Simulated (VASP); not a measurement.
# InSe monolayer under biaxial strain, part 3 of 7

How do the gap and the band positions of InSe monolayer follow biaxial strain?

VASP 6.6.1, plane waves and PAW; the level of theory is named at each step.

So far, gap on the k-mesh (eV): step 2 (relaxing the monolayer) 1.63.

### 5. Strained, atoms relaxed, biaxial strain -0.04

Level of this step: PBE with D3(BJ); plane waves and PAW (In, Se) (VASP).

The cell is held at the strained lattice, and the atoms relax in it.

Contents of INCAR:

```
SYSTEM = InSe
PREC = Normal
ENCUT = 350
EDIFF = 1E-06
NELM = 120
ISMEAR = 0
SIGMA = 0.03
LREAL = .FALSE.
ALGO = Fast
GGA = PE
IVDW = 12
NBANDS = 15
LORBIT = 11
LWAVE = .FALSE.
LCHARG = .FALSE.
KPAR = 4
IBRION = 2
NSW = 30
ISIF = 2
EDIFFG = -0.015
POTIM = 0.4
MAXMIX = 40
IDIPOL = 3
LDIPOL = .TRUE.
DIPOL = 0.5 0.5 0.5
```

Contents of POSCAR:

```
InSe
1.0
    3.8762116301      0.0000000000      0.0000000000
   -1.9381058150      3.3568977421      0.0000000000
    0.0000000000      0.0000000000     22.0000000000
In Se
2 2
Direct
    0.3333333333      0.6666666667      0.4366860628
    0.3333333333      0.6666666667      0.5633139372
    0.6666666667      0.3333333333      0.3773759262
    0.6666666667      0.3333333333      0.6226240738
```

Contents of KPOINTS:

```
Automatic mesh
0
Gamma
9 9 1
0 0 0
```

The projector-augmented-wave data sets are In and Se (PBE family, release 64).

On the command line:

```console
mpirun -np 4 vasp_std
```

What it wrote:

```text
[... set-up lines as in an earlier step ...]
 entering main loop
       N       E                     dE             d eps       ncg     rms          rms(c)
DAV:   1     0.103565979209E+03    0.10357E+03   -0.44287E+03   360   0.607E+02
DAV:   2    -0.595420784352E+00   -0.10416E+03   -0.96251E+02   512   0.131E+02
DAV:   3    -0.141052426543E+02   -0.13510E+02   -0.13382E+02   493   0.561E+01
DAV:   4    -0.144679974871E+02   -0.36275E+00   -0.36244E+00   508   0.111E+01
DAV:   5    -0.144752134193E+02   -0.72159E-02   -0.72151E-02   515   0.142E+00    0.756E+00
RMM:   6    -0.140376470283E+02    0.43757E+00   -0.48182E-01   360   0.285E+00    0.446E+00
RMM:   7    -0.139646160785E+02    0.73031E-01   -0.39716E-01   360   0.272E+00    0.878E-01
RMM:   8    -0.139489645206E+02    0.15652E-01   -0.42456E-02   360   0.108E+00    0.210E-01
RMM:   9    -0.139490018397E+02   -0.37319E-04   -0.43974E-03   370   0.419E-01    0.146E-01
RMM:  10    -0.139490386600E+02   -0.36820E-04   -0.76241E-04   372   0.157E-01    0.672E-02
RMM:  11    -0.139490292631E+02    0.93969E-05   -0.29452E-04   364   0.924E-02    0.232E-02
RMM:  12    -0.139490615886E+02   -0.32326E-04   -0.95453E-05   362   0.484E-02    0.167E-02
RMM:  13    -0.139491386681E+02   -0.77079E-04   -0.60570E-05   361   0.341E-02    0.182E-02
RMM:  14    -0.139491799798E+02   -0.41312E-04   -0.97098E-06   328   0.157E-02    0.556E-03
RMM:  15    -0.139492061320E+02   -0.26152E-04   -0.96408E-06   306   0.111E-02    0.532E-03
RMM:  16    -0.139492230013E+02   -0.16869E-04   -0.56338E-06   294   0.917E-03    0.468E-03
RMM:  17    -0.139492275510E+02   -0.45497E-05   -0.74325E-07   256   0.387E-03    0.465E-03
RMM:  18    -0.139492339330E+02   -0.63820E-05   -0.78155E-07   255   0.325E-03    0.147E-03
RMM:  19    -0.139492361629E+02   -0.22299E-05   -0.96906E-08   178   0.148E-03    0.668E-04
RMM:  20    -0.139492425591E+02   -0.63962E-05   -0.35271E-07   202   0.203E-03    0.252E-04
RMM:  21    -0.139492428554E+02   -0.29621E-06   -0.23981E-08   140   0.103E-03
   1 F= -.14912086E+02 E0= -.14912086E+02  d E =-.149121E+02
 curvature:   0.00 expect dE= 0.000E+00 dE for cont linesearch  0.000E+00
 trial: gam= 0.00000 g(F)=  0.915E-01 g(S)=  0.000E+00 ort = 0.000E+00 (trialstep = 0.100E+01)
 search vector abs. value=  0.915E-01
 bond charge predicted
       N       E                     dE             d eps       ncg     rms          rms(c)
DAV:   1    -0.139986011387E+02   -0.49359E-01   -0.16235E+00   395   0.678E+00    0.580E-01
RMM:   2    -0.140131253809E+02   -0.14524E-01   -0.94314E-02   360   0.163E+00    0.577E-01
RMM:   4    -0.140019557183E+02   -0.19054E-02   -0.72981E-03   360   0.463E-01    0.963E-02
RMM:   5    -0.140022708642E+02   -0.31515E-03   -0.11772E-03   368   0.202E-01    0.605E-02
RMM:   6    -0.140024253882E+02   -0.15452E-03   -0.33161E-04   360   0.105E-01    0.987E-02
RMM:   7    -0.140023918002E+02    0.33588E-04   -0.12995E-04   360   0.597E-02    0.782E-03
RMM:   8    -0.140024033906E+02   -0.11590E-04   -0.19361E-05   374   0.263E-02    0.621E-03
RMM:   9    -0.140024141858E+02   -0.10795E-04   -0.88434E-06   351   0.145E-02    0.261E-03
RMM:  10    -0.140024150107E+02   -0.82490E-06   -0.14744E-06   263   0.664E-03
   2 F= -.14964300E+02 E0= -.14964300E+02  d E =-.522142E-01
[...]
3 F= -.14965285E+02 E0= -.14965285E+02  d E =-.531988E-01
[...]
4 F= -.14969712E+02 E0= -.14969712E+02  d E =-.442744E-02
[...]
5 F= -.14977906E+02 E0= -.14977906E+02  d E =-.126209E-01
[...]
6 F= -.14973406E+02 E0= -.14973406E+02  d E =-.812132E-02
 curvature:  12.51 expect dE= 0.196E-01 dE for cont linesearch  0.191E-01
 ZBRENT: bracketing found
 ZBRENT: interpolating
 opt :   6.2924  next Energy=   -14.979517 (dE=-0.142E-01)
 bond charge predicted
       N       E                     dE             d eps       ncg     rms          rms(c)
DAV:   1    -0.140205325368E+02    0.10792E-01   -0.19387E+00   360   0.739E+00    0.581E-01
RMM:   2    -0.140296076159E+02   -0.90751E-02   -0.76065E-02   360   0.156E+00    0.385E-01
RMM:   3    -0.140294960056E+02    0.11161E-03   -0.16273E-02   360   0.739E-01    0.976E-02
RMM:   4    -0.140296607206E+02   -0.16471E-03   -0.18713E-03   369   0.301E-01    0.531E-02
RMM:   5    -0.140296787700E+02   -0.18049E-04   -0.40123E-04   375   0.142E-01    0.373E-02
RMM:   6    -0.140296734372E+02    0.53328E-05   -0.68141E-05   362   0.569E-02    0.174E-02
RMM:   7    -0.140296763511E+02   -0.29139E-05   -0.22664E-05   361   0.303E-02    0.178E-02
RMM:   8    -0.140296751627E+02    0.11884E-05   -0.46254E-06   317   0.139E-02    0.902E-03
RMM:   9    -0.140296750719E+02    0.90789E-07   -0.38527E-06   308   0.101E-02
   7 F= -.14979331E+02 E0= -.14979331E+02  d E =-.140465E-01
 curvature:  -1.05 expect dE=-0.614E-05 dE for cont linesearch -0.143E-05
 trial: gam= 0.00000 g(F)=  0.583E-05 g(S)=  0.000E+00 ort =-0.821E-04 (trialstep = 0.208E+01)
 search vector abs. value=  0.583E-05
 reached required accuracy - stopping structural energy minimisation
```

Wall time 56 s (4 MPI ranks of AMD EPYC 7571, shared host); peak memory 0.77 GiB.

OUTCAR, selected parts (step 5):

```text
   ENCUT  =  350.0 eV  25.72 Ry    5.07 a.u.   5.91  5.91 33.56*2*pi/ulx,y,z

   NELECT =      18.0000    total number of electrons

 Edisp (eV)   -0.94208

 E-fermi :  -2.5673

 k-point     1 :       0.0000    0.0000    0.0000
  band No.  band energies     occupation
    ...
      5      -3.0750      2.00000
      6      -2.7624      2.00000
      7      -2.7624      2.00000
      8      -2.7000      2.00000
      9      -2.7000      2.00000
     10      -0.6638      0.00000
     11       0.7429      0.00000
     12       2.9174      0.00000
     13       2.9426      0.00000
     14       2.9426      0.00000
    ...

 Edisp (eV)   -0.94966

  Total       2.56717     2.56717    -0.04022     0.00000     0.00000     0.00000
  in kB      14.36801    14.36801    -0.22510     0.00000     0.00000     0.00000
  external pressure =        9.50 kB  Pullay stress =        0.00 kB

 POSITION                                       TOTAL-FORCE (eV/Angst)
 -----------------------------------------------------------------------------------
     -0.00000      2.23793      9.61014        -0.000000     -0.000000      0.008682
     -0.00000      2.23793     12.38986         0.000000     -0.000000     -0.008682
      1.93811      1.11897      8.21573        -0.000000      0.000000     -0.000355
      1.93811      1.11897     13.78427         0.000000      0.000000      0.000355
 -----------------------------------------------------------------------------------
    total drift:                                0.000001     -0.000001     -0.000000

  FREE ENERGIE OF THE ION-ELECTRON SYSTEM (eV)
  ---------------------------------------------------
  free  energy   TOTEN  =       -14.9793313053 eV

  energy  without entropy=      -14.9793313053  energy(sigma->0) =      -14.97933131

 vacuum level on the upper side and lower side of the slab         3.232         3.232

[... 5 parts as in an earlier step ...]

[... 13 further parts left out ...]
```

Relaxation path:

| step | energy less that of the first step (eV) | largest force (eV/Å) |
| --- | --- | --- |
| 1 | 0.0000 | 0.7832 |
| 2 | -0.0522 | 0.2556 |
| 3 | -0.0532 | 0.1779 |
| 4 | -0.0576 | 0.1476 |
| 5 | -0.0658 | 0.0609 |
| 6 | -0.0613 | 0.1091 |
| 7 | -0.0672 | 0.0087 |

The atoms that moved most (Å):

| atom | dx | dy | dz | length |
| --- | --- | --- | --- | --- |
| Se4 | 0.000 | 0.000 | 0.087 | 0.087 |
| Se3 | 0.000 | 0.000 | -0.087 | 0.087 |

The relaxed structure:

```xyz
4
Lattice="3.8762 0.0000 0.0000 -1.9381 3.3569 0.0000 0.0000 0.0000 22.0000" Properties=species:S:1:pos:R:3
In    0.0000    2.2379    9.6101
In    0.0000    2.2379   12.3899
Se    1.9381    1.1190    8.2157
Se    1.9381    1.1190   13.7843
```

This step gave:

* electronic cycles: 75
* free energy (TOTEN): -14.98 eV
* Fermi energy: -2.567 eV
* gap on the k-mesh: 2.036 eV
* least direct gap on the k-mesh: 2.036 eV

The run ended after 7 ionic steps, 0.067 eV below its first step, once the forces on the free atoms met EDIFFG = -0.015.

### 6. Strained, levels with spin-orbit coupling, biaxial strain -0.04

This step: PBE with D3(BJ), spin-orbit coupling; plane waves and PAW (In, Se) (VASP 6.6.1).

A static run with spin-orbit coupling gives the gap and the vacuum level at this strain.

Contents of INCAR:

```
SYSTEM = InSe
PREC = Normal
ENCUT = 350
EDIFF = 1E-06
NELM = 120
ISMEAR = 0
SIGMA = 0.03
LREAL = .FALSE.
ALGO = Fast
GGA = PE
IVDW = 12
LNONCOLLINEAR = .TRUE.
MAGMOM = 0 0 0 0 0 0 0 0 0 0 0 0
NBANDS = 30
GGA_COMPAT = .FALSE.
LASPH = .TRUE.
LSORBIT = .TRUE.
LWAVE = .FALSE.
LCHARG = .FALSE.
KPAR = 4
IDIPOL = 3
LDIPOL = .TRUE.
DIPOL = 0.5 0.5 0.5
LVHAR = .TRUE.
LVACPOTAV = .TRUE.
```

Contents of POSCAR:

```
InSe
1.0
    3.8762116301      0.0000000000      0.0000000000
   -1.9381058150      3.3568977421      0.0000000000
    0.0000000000      0.0000000000     22.0000000000
In Se
2 2
Direct
    0.3333333333      0.6666666667      0.4368244425
    0.3333333333      0.6666666667      0.5631755575
    0.6666666667      0.3333333333      0.3734420757
    0.6666666667      0.3333333333      0.6265579243
```

KPOINTS is that of step 5.

Contents of KPOINTS_OPT:

```
Line mode
14
Line-mode
Reciprocal
  0.00000000   0.00000000   0.00000000 GAMMA
  0.50000000   0.00000000   0.00000000 M

  0.50000000   0.00000000   0.00000000 M
  0.33333333   0.33333333   0.00000000 K

  0.33333333   0.33333333   0.00000000 K
  0.00000000   0.00000000   0.00000000 GAMMA
```

On the command line:

```console
mpirun -np 4 vasp_ncl
```

What it wrote:

```text
[... set-up lines as in an earlier step ...]
 entering main loop
       N       E                     dE             d eps       ncg     rms          rms(c)
DAV:   1     0.107570686338E+03    0.10757E+03   -0.44035E+03  1140   0.619E+02
DAV:   2     0.182423970602E+01   -0.10575E+03   -0.10156E+03  1662   0.134E+02
DAV:   3    -0.140666293224E+02   -0.15891E+02   -0.15717E+02  1408   0.574E+01
DAV:   4    -0.146183633466E+02   -0.55173E+00   -0.54998E+00  1476   0.130E+01
DAV:   5    -0.146301511416E+02   -0.11788E-01   -0.11783E-01  1486   0.182E+00    0.710E+00
RMM:   6    -0.141815375276E+02    0.44861E+00   -0.50086E-01  1213   0.284E+00    0.419E+00
RMM:   7    -0.141185041326E+02    0.63033E-01   -0.31532E-01  1292   0.240E+00    0.121E+00
RMM:   8    -0.141067978749E+02    0.11706E-01   -0.19209E-02  1350   0.829E-01    0.574E-01
RMM:   9    -0.141055734479E+02    0.12244E-02   -0.96801E-03  1394   0.491E-01    0.191E-01
RMM:  10    -0.141052425032E+02    0.33094E-03   -0.13081E-03  1415   0.210E-01    0.814E-02
RMM:  11    -0.141051869424E+02    0.55561E-04   -0.43042E-04  1427   0.129E-01    0.299E-02
RMM:  12    -0.141052023675E+02   -0.15425E-04   -0.14255E-04  1484   0.620E-02    0.212E-02
RMM:  13    -0.141052682323E+02   -0.65865E-04   -0.11814E-04  1408   0.481E-02    0.122E-02
RMM:  14    -0.141052832655E+02   -0.15033E-04   -0.14673E-05  1499   0.206E-02    0.666E-03
RMM:  15    -0.141053396758E+02   -0.56410E-04   -0.14061E-05  1439   0.172E-02    0.530E-03
RMM:  16    -0.141053653370E+02   -0.25661E-04   -0.67377E-06  1359   0.976E-03    0.397E-03
RMM:  17    -0.141053831901E+02   -0.17853E-04   -0.27228E-06  1251   0.540E-03    0.143E-03
RMM:  18    -0.141053909130E+02   -0.77229E-05   -0.11211E-06  1209   0.400E-03    0.158E-03
RMM:  19    -0.141054045822E+02   -0.13669E-04   -0.61636E-07  1153   0.265E-03    0.187E-03
RMM:  20    -0.141054151453E+02   -0.10563E-04   -0.64158E-07  1137   0.286E-03    0.127E-03
RMM:  21    -0.141054183970E+02   -0.32517E-05   -0.10875E-07   840   0.127E-03    0.575E-04
RMM:  22    -0.141054209323E+02   -0.25353E-05   -0.19193E-07  1043   0.158E-03    0.299E-04
RMM:  23    -0.141054212059E+02   -0.27361E-06   -0.11620E-08   523   0.615E-04
 [... a notice as in an earlier step ...]

   1 F= -.15055077E+02 E0= -.15055077E+02  d E =-.212895E-11  mag=     0.0000     0.0000    -0.0000
 Start KPOINTS_OPT (optional k-point list driver)
k-point batch [1-19\42]
       N       E                     dE             ncg
DAV:   1    -0.255184988639E+03   -0.53006E+04     1140
DAV:   2    -0.211790940973E+04   -0.18627E+04     1716
DAV:   3    -0.240125027007E+04   -0.28334E+03     1404
DAV:   4    -0.241100939852E+04   -0.97591E+01     1468
DAV:   5    -0.241124272960E+04   -0.23333E+00     1542
DAV:   6    -0.241125063039E+04   -0.79008E-02     1486
DAV:   7    -0.241125095921E+04   -0.32882E-03     1550
DAV:   8    -0.241125097446E+04   -0.15244E-04     1398
DAV:   9    -0.241125097521E+04   -0.75291E-06     1188
[...]
k-point batch [39-42\42]
       N       E                     dE             ncg
DAV:   1     0.573541329518E+04   -0.11854E+03      248
DAV:   2     0.538598852255E+04   -0.34942E+03      344
DAV:   3     0.532189256648E+04   -0.64096E+02      298
DAV:   4     0.531969569483E+04   -0.21969E+01      352
DAV:   5     0.531964629251E+04   -0.49402E-01      352
DAV:   6     0.531964504024E+04   -0.12523E-02      364
DAV:   7     0.531964503404E+04   -0.62004E-05      352
DAV:   8     0.531964503397E+04   -0.68221E-07      268
```

Wall time 3 min (4 MPI ranks); peak memory 1.9 GiB; 12 min of CPU time.

Parts of OUTCAR (step 6):

```text
   k-points           NKPTS =     19   k-points in BZ     NKDIM =     19   number of bands    NBANDS=     30

   NELECT =      18.0000    total number of electrons

 E-fermi :  -2.4222

 k-point     1 :       0.0000    0.0000    0.0000
  band No.  band energies     occupation
    ...
     14      -2.7446      1.00000
     15      -2.6124      1.00000
     16      -2.6124      1.00000
     17      -2.5509      1.00000
     18      -2.5509      1.00000
     19      -0.6527      0.00000
     20      -0.6527      0.00000
     21       0.7386      0.00000
     22       0.7386      0.00000
     23       2.7016      0.00000
    ...

 Edisp (eV)   -0.94966

  Total       2.55495     2.55495    -0.05286     0.00000     0.00000     0.00000
  in kB      14.29961    14.29961    -0.29587     0.00000     0.00000     0.00000
  external pressure =        9.43 kB  Pullay stress =        0.00 kB

 POSITION                                       TOTAL-FORCE (eV/Angst)
 -----------------------------------------------------------------------------------
     -0.00000      2.23793      9.61014         0.000000      0.000000      0.017371
     -0.00000      2.23793     12.38986         0.000000      0.000000     -0.017371
      1.93811      1.11897      8.21573        -0.000000      0.000000     -0.001595
      1.93811      1.11897     13.78427         0.000000     -0.000000      0.001595
 -----------------------------------------------------------------------------------
    total drift:                                0.000001     -0.000001      0.000000

  FREE ENERGIE OF THE ION-ELECTRON SYSTEM (eV)
  ---------------------------------------------------
  free  energy   TOTEN  =       -15.0550774395 eV

  energy  without entropy=      -15.0550774395  energy(sigma->0) =      -15.05507744

 vacuum level on the upper side and lower side of the slab         3.310         3.310

 Spin-Orbit-Coupling matrix elements
 Ion:    1  E_soc:     -0.0334275
 Ion:    2  E_soc:     -0.0334275
 Ion:    3  E_soc:     -0.0413021
 Ion:    4  E_soc:     -0.0413021

[... 6 parts as in an earlier step ...]

[... 10 further parts left out ...]
```

LASPH is switched on together with spin-orbit coupling, so the change from the scalar run holds both.

This step gave:

```
electronic cycles                                 : 23
free energy (TOTEN)                               : -15.06 eV
Fermi energy                                      : -2.422 eV
least gap on mesh and path                        : 1.898 eV
least direct gap on mesh and path                 : 1.898 eV
vacuum levels                                     : 3.31, 3.31 eV
ionisation potentials of the upper and lower face : 5.861, 5.861 eV
electron affinities of the upper and lower face   : 3.963, 3.963 eV
```

On-site spin-orbit energy by atom:

| atom | on-site spin-orbit energy (eV) |
| --- | --- |
| In1 | -0.0334 |
| In2 | -0.0334 |
| Se3 | -0.0413 |
| Se4 | -0.0413 |

The electronic bands at the labelled points (eV, zero at the valence-band top; v1 is the highest filled band, c1 the lowest empty one):

| point | v4 | v3 | v2 | v1 | c1 | c2 | c3 | c4 |
| --- | --- | --- | --- | --- | --- | --- | --- | --- |
| Γ | -0.06 | -0.06 | 0.00 | 0.00 | 1.90 | 1.90 | 3.29 | 3.29 |
| 0.46 of the way | -0.70 | -0.70 | -0.35 | -0.35 | 2.90 | 2.90 | 3.13 | 3.13 |
| M | -1.28 | -1.28 | -1.11 | -1.11 | 2.14 | 2.14 | 2.30 | 2.30 |
| 0.54 of the way | -1.57 | -1.51 | -1.23 | -1.17 | 2.36 | 2.36 | 2.72 | 2.81 |
| K | -1.52 | -1.46 | -1.35 | -1.26 | 2.14 | 2.17 | 2.94 | 3.07 |
| 0.46 of the way | -1.45 | -1.41 | -0.45 | -0.43 | 3.05 | 3.12 | 3.17 | 3.20 |
| Γ | -0.06 | -0.06 | 0.00 | 0.00 | 1.90 | 1.90 | 3.29 | 3.29 |

The planar average of the electrostatic potential oscillates, so the rows of the table below give means over windows of 1 Å about each position, cut where the curve ends. Its maxima inside the range that stand out by 2 % of the span (Å: eV): 9.1: -5.86, 11.0: 2.72, 12.9: -5.86. Its minima: 8.7: -7.23, 9.6: -6.68, 12.4: -6.68, 13.3: -7.23.

Zero at the Fermi level. The planar average of the electrostatic potential by height; means over each step:

| height (Å) | planar average of the electrostatic potential (eV) |
| --- | --- |
| 0 | 5.73 |
| 1 | 5.73 |
| 2 | 5.73 |
| 3 | 5.73 |
| 4 | 5.73 |
| 5 | 5.73 |
| 6 | 5.65 |
| 7 | 4.18 |
| 8 | -4.51 |
| 9 | -6.52 |
| 10 | -4.49 |
| 11 | 1.62 |
| 12 | -4.49 |
| 13 | -6.52 |
| 14 | -4.51 |
| 15 | 4.18 |
| 16 | 5.65 |
| 17 | 5.73 |
| 18 | 5.73 |
| 19 | 5.73 |
| 20 | 5.73 |
| 21 | 5.73 |

(Part 3 of 7 ends here.)

[Lines on the potential files, build, host, timing and source positions are cut from VASP's logs without a mark.]

[Logs are printed without paths, hosts, clocks, repeated set-up lines and the standing remarks that a program may print on its own settings, such as how far it seeks lower states.]

[Hosts, paths, dates, database ids (printed as entryN), source tags and the programs' standing remarks are cut or masked in the printed files.]

[Runs that stopped without an error message from VASP are left out.]
